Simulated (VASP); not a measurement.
# B: single point with RPBE

B:

```xyz
3
Lattice="2.9162 0.0000 0.0000 -1.4581 2.5255 0.0000 0.0000 0.0000 2.8801" Properties=species:S:1:pos:R:3 pbc="T T T"
B     2.9162    0.0000    0.0000
B     0.0000    1.6837    1.4401
B     1.4581    0.8418    1.4401
```

This isn't the form of B at room conditions, which is rhombohedral.

| Quantity | Value |
| --- | --- |
| Program | VASP 6.6.1 |
| Task | single point |
| Functional | RPBE |
| Potentials or basis | VASP PAW PBE potentials, release 64 (B) |
| Cutoff | 520 eV |
| k mesh | 14 × 14 × 12 |
| Occupations | fermi-dirac, width 0.1 eV |
| Spin | no spin polarisation |

```json
{
 "Pressure": "-8.1 GPa",
 "Band gap on the k mesh": "none (metal or under the smearing width)"
}
```

Stress tensor (GPa, compression positive):
```
-9.33  0.00  0.00
 0.00 -9.33  0.00
 0.00  0.00 -5.79
```

Levels at points of the mesh, in eV from the Fermi level:
```
           k point  band 1  band 2  band 3  band 4  band 5  band 6  band 7  band 8  band 9
(0.00, 0.00, 0.00)  -16.40   -3.99   -0.95   -0.95    0.96    0.96    1.81    8.98    9.28
(0.50, 0.00, 0.00)  -11.88  -11.60   -5.16    1.15    1.16    1.59    4.73    5.85    6.87
(0.00, 0.00, 0.50)  -13.44  -11.78   -0.13   -0.13    3.79    3.79    6.52    6.52    7.12
(0.50, 0.00, 0.50)   -9.62   -8.40   -7.19   -6.17   -3.08    1.60    3.67    4.27   12.30
```

Wall time 20 s on 1 thread of Intel(R) Xeon(R) Platinum 8259CL CPU @ 2.50GHz (Skylake/Cascade Lake), with other jobs on the host, peak memory 0.15 GiB.

Caveat: the PAW data sets were made with another functional, which shifts forces and pressure a little.
